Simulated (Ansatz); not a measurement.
A relaxation computed with Ansatz, from input to last step.

```yaml
crystal:
  lattice:
    - [6.7789851812, 0.0, 0.0]
    - [0.0, 6.7789851812, 0.0]
    - [0.0, 0.0, 3.47641721]
  atoms:
    - { symbol: Hf, position: [0.6744972299, 0.8255027701, 0.5] }
    - { symbol: Hf, position: [0.8255027701, 0.3255027701, 0.5] }
    - { symbol: Hf, position: [0.3255027701, 0.1744972299, 0.5] }
    - { symbol: Hf, position: [0.1744972299, 0.6744972299, 0.5] }
    - { symbol: Hf, position: [0.5, 0.5, 0.0] }
    - { symbol: Hf, position: [0.0, 0.0, 0.0] }
    - { symbol: Si, position: [0.6233262913, 0.1233262913, 0.0] }
    - { symbol: Si, position: [0.8766737087, 0.6233262913, 0.0] }
    - { symbol: Si, position: [0.1233262913, 0.3766737087, 0.0] }
    - { symbol: Si, position: [0.3766737087, 0.8766737087, 0.0] }
basis:
  ecutwfc: 420
kpoints:
  mp_grid: { grid: [6, 6, 10] }
hamiltonian:
  xc: pbesol
scf:
  occupations: { method: gaussian, width: 0.1 }
output:
  forces: true
  stress: true
  eigenvalues: true
relax:
  adjacent_minimum: "off"
  f_tol: 0.01
  max_steps: 30
  cell: { stress_tol: 0.1, fix: [volume] }
```

```bash
ansatz run input.yaml --threads 2 --pin off --max-ram 5120MiB --backend cpu --events-out ev --progress --plain --runs-dir out
```

Theory: DFT PBEsol, scalar-relativistic, plane waves, PAW in Ansatz.

The volume is held at 0.91 times that of the relaxed cell.

Of 4 frames 3 are shown, positions in Å and forces in eV/Å; the SCF threshold varies from step to step. Steps run on the plane waves of an earlier cell, with a Pulay correction in the pressure. The basis is chosen afresh for the last frame, the zero of the energies, and at times for earlier ones too; energy and pressure can step there, also at an unchanged geometry. Where two frames share a geometry here, they differ by under 2 meV/atom and 0.3 GPa. The mark taken_back stands on steps that the optimiser undid.

```xyz
10
Lattice="6.7790 0.0000 0.0000 0.0000 6.7790 0.0000 0.0000 0.0000 3.4764" Properties=species:S:1:pos:R:3:forces:R:3 pbc="T T T" step=1 free_energy_over_end_meV_per_atom=0.13 pressure_GPa=17.23
Hf    4.5724    5.5961    1.7382    0.0162   -0.0162    0.0000
Hf    5.5961    2.2066    1.7382   -0.0162   -0.0162    0.0000
Hf    2.2066    1.1829    1.7382   -0.0162    0.0162    0.0000
Hf    1.1829    4.5724    1.7382    0.0162    0.0162    0.0000
Hf    3.3895    3.3895    0.0000    0.0000    0.0000    0.0000
Hf    0.0000    0.0000    0.0000    0.0000    0.0000    0.0000
Si    4.2255    0.8360    0.0000   -0.0211   -0.0211    0.0000
Si    5.9430    4.2255    0.0000    0.0211   -0.0211    0.0000
Si    0.8360    2.5535    0.0000   -0.0211    0.0211    0.0000
Si    2.5535    5.9430    0.0000    0.0211    0.0211    0.0000
10
Lattice="6.8002 0.0000 0.0000 0.0000 6.8002 0.0000 0.0000 0.0000 3.4547" Properties=species:S:1:pos:R:3:forces:R:3 pbc="T T T" step=2 free_energy_over_end_meV_per_atom=0.17 pressure_GPa=17.05 taken_back
Hf    4.5908    5.6096    1.7274   -0.0284    0.0284    0.0000
Hf    5.6096    2.2094    1.7274    0.0284    0.0284    0.0000
Hf    2.2094    1.1907    1.7274    0.0284   -0.0284    0.0000
Hf    1.1907    4.5908    1.7274   -0.0284   -0.0284    0.0000
Hf    3.4001    3.4001    0.0000    0.0000    0.0000    0.0000
Hf    0.0000    0.0000    0.0000    0.0000    0.0000    0.0000
Si    4.2356    0.8355    0.0000   -0.0055   -0.0055    0.0000
Si    5.9648    4.2356    0.0000    0.0055   -0.0055    0.0000
Si    0.8355    2.5647    0.0000   -0.0055    0.0055    0.0000
Si    2.5647    5.9648    0.0000    0.0055    0.0055    0.0000
10
Lattice="6.7891 0.0000 0.0000 0.0000 6.7891 0.0000 0.0000 0.0000 3.4661" Properties=species:S:1:pos:R:3:forces:R:3 pbc="T T T" step=4 free_energy_over_end_meV_per_atom=0.00 pressure_GPa=17.14
Hf    4.5812    5.6024    1.7330   -0.0028    0.0028    0.0000
Hf    5.6024    2.2079    1.7330    0.0028    0.0028    0.0000
Hf    2.2079    1.1867    1.7330    0.0028   -0.0028    0.0000
Hf    1.1867    4.5812    1.7330   -0.0028   -0.0028    0.0000
Hf    3.3946    3.3946    0.0000    0.0000    0.0000    0.0000
Hf    0.0000    0.0000    0.0000    0.0000    0.0000    0.0000
Si    4.2299    0.8354    0.0000   -0.0055   -0.0055    0.0000
Si    5.9537    4.2299    0.0000    0.0055   -0.0055    0.0000
Si    0.8354    2.5592    0.0000   -0.0055    0.0055    0.0000
Si    2.5592    5.9537    0.0000    0.0055    0.0055    0.0000
```

The run took 2.6 min on 2 threads of Arm Neoverse V2 (shared host), peak memory 0.99 GiB.

Spin–orbit coupling is left out, which can shift energies with elements as heavy as these.